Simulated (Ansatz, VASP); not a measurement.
## N: VASP beside Ansatz

Contents of INCAR:

```
ALGO = Normal
EDIFF = 1E-6
ENCUT = 520
GGA = PS
ISIF = 2
ISMEAR = 0
LASPH = T
LCHARG = F
LREAL = F
LWAVE = F
NBANDS = 18
NELM = 60
PREC = Accurate
SIGMA = 0.05
```

The input KPOINTS:

```
k-points
0
Gamma
  6 6 4
```

POSCAR

```
N
1.0
    4.1672328106      0.0000000000      0.0000000000
   -2.0836164053      3.6089294775      0.0000000000
    0.0000000000      0.0000000000      7.0060035100
N
4
Direct
    0.3333333333      0.6666666667      0.2646994127
    0.3333333333      0.6666666667      0.1710699600
    0.6666666667      0.3333333333      0.8289300400
    0.6666666667      0.3333333333      0.6710699600
```

Input for Ansatz:

```yaml
crystal:
  lattice:
    - [4.1672328106, 0.0, 0.0]
    - [-2.0836164053, 3.6089294775, 0.0]
    - [0.0, 0.0, 7.00600351]
  atoms:
    - { symbol: "N", position: [0.3333333333, 0.6666666667, 0.2646994127] }
    - { symbol: "N", position: [0.3333333333, 0.6666666667, 0.17106996] }
    - { symbol: "N", position: [0.6666666667, 0.3333333333, 0.82893004] }
    - { symbol: "N", position: [0.6666666667, 0.3333333333, 0.67106996] }
basis:
  ecutwfc: 420
kpoints:
  mp_grid: { grid: [6, 6, 4] }
hamiltonian:
  xc: pbesol
scf:
  occupations: { method: gaussian, width: 0.05 }
output:
  forces: true
  stress: true
  eigenvalues: true
```

Alike in both runs: task single point; functional PBEsol; k mesh 6 × 6 × 4; occupations gaussian, width 0.05 eV; no spin polarisation.

|  | VASP | Ansatz |
| --- | --- | --- |
| version | VASP 6.6.1 | Ansatz 0.2.0 |
| potentials or method | VASP PAW PBE potentials, release 64 (N) | scalar-relativistic, plane waves, PAW |
| plane-wave cutoff (eV) | 520 | 420 |
| valence electrons in the cell | 20 | 20 |

Ansatz gave:

```
gap on the k mesh at the Fermi level (eV) : 6.31
least direct gap on the mesh (eV)         : 6.33
rms of the force components (eV/Å)        : 156.924
```

Problem. What did VASP give for the same quantities?

Solution. gap on the k mesh at the Fermi level (eV): 6.48; least direct gap on the mesh (eV): 6.50; rms of the force components (eV/Å): 161.413.

Atom by atom the forces differ by 4.544 eV/Å (rms over components). With one functional, cell and mesh, what is left measures potentials, basis and numerics.

Caveats: the standard files for N, O and F lose accuracy on very short bonds; the PAW data sets were made with another functional, which shifts forces and pressure a little (VASP). A k mesh can miss the band edges.
